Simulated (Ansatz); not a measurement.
**Mg (Fm-3m)**

Theory: DFT PBE, scalar-relativistic, plane waves, PAW in Ansatz.

Cutoff 420 eV; k points 16×16×16 on the computed 1-atom cell (Γ-centred); Gaussian smearing, width 0.10 eV; no spin polarisation.

The structure is relaxed at this level of theory with its symmetry kept. This fcc form isn't the element's structure at ambient conditions.

```
Mg
1.0
     0.00000    2.26110    2.26110
     2.26110    0.00000    2.26110
     2.26110    2.26110    0.00000
Mg
1
Cartesian
  0.0000 0.0000 0.0000
```

- Space group: Fm-3m (No. 225)
- Volume per atom: 23.12 Å³
- Formation energy from the elements' standard states (uncorrected): +0.013 eV/atom
- Kohn–Sham band gap: none (metal)
- Density of states at the Fermi level: 0.48 states/eV per cell
- Bulk modulus: 35 GPa
- Its pressure derivative: 3.9
- Bader charges (e): Mg (1 in the cell) 0.00